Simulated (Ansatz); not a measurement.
## Si: one atom moved over a plane

Method: DFT PBE, scalar-relativistic, plane waves, PAW (Ansatz 0.2.0). Settings: plane waves to 420 eV, k-mesh 12×12×6 (Γ-centred), Gaussian smearing 0.05 eV. No spin polarisation. Energies are free energies at this smearing, counted from the undisturbed cell; pressure is positive in compression.

Zero of the scan (as given, not relaxed at this level; it stands at 1.4 GPa; this form isn't the usual structure):

```yaml
crystal:
  lattice:
    - [3.83132, 0.00000, 0.00000]
    - [-1.91566, 3.31802, 0.00000]
    - [0.00000, 0.00000, 6.33262]
  atoms:
    - { symbol: Si, position: [0.33333, 0.66667, 0.06301] }
    - { symbol: Si, position: [0.66667, 0.33333, 0.56301] }
    - { symbol: Si, position: [0.33333, 0.66667, 0.43699] }
    - { symbol: Si, position: [0.66667, 0.33333, 0.93699] }
```

Atom 1 (Si) is moved by p along (0.000, 1.000, 0.000) and q along (0.000, 0.000, 1.000) (Å), all else fixed. Points are written (p, q).

Energy above the undisturbed cell in eV/cell (a dash: not computed):

```csv
p \ q,-0.600,-0.300,0.000,0.300,0.600
-0.600,3.54,2.40,1.34,1.29,3.38
-0.300,2.11,1.14,0.46,1.02,4.18
0.000,1.37,0.49,0.00,0.86,4.51
0.300,2.56,1.51,0.71,1.17,4.26
0.600,7.77,5.75,3.52,2.51,3.96
```

Pressure in GPa:

```
 p \ q  -0.600  -0.300  0.000  0.300  0.600
-0.600    11.8     8.3    4.7    3.9   10.7
-0.300     7.1     4.7    2.6    3.9   14.0
 0.000     4.6     2.8    1.4    3.7   15.3
 0.300     8.9     6.1    3.6    4.4   14.3
 0.600    26.2    20.3   13.1    8.9   13.0
```

Gap on the k-mesh in eV:

```csv
p \ q,-0.600,-0.300,0.000,0.300,0.600
-0.600,0.00,0.00,0.00,0.00,0.00
-0.300,0.00,0.00,0.00,0.00,0.00
0.000,0.00,0.00,0.42,0.00,0.00
0.300,0.00,0.00,0.00,0.00,0.00
0.600,0.00,0.00,0.00,0.00,0.00
```

Where the gap reads zero the k-mesh, chosen for the insulator, is on the coarse side.

Cost: 25 runs of about 13 core-minutes in all, on Intel Xeon Processor @ 2.70GHz (shared hosts).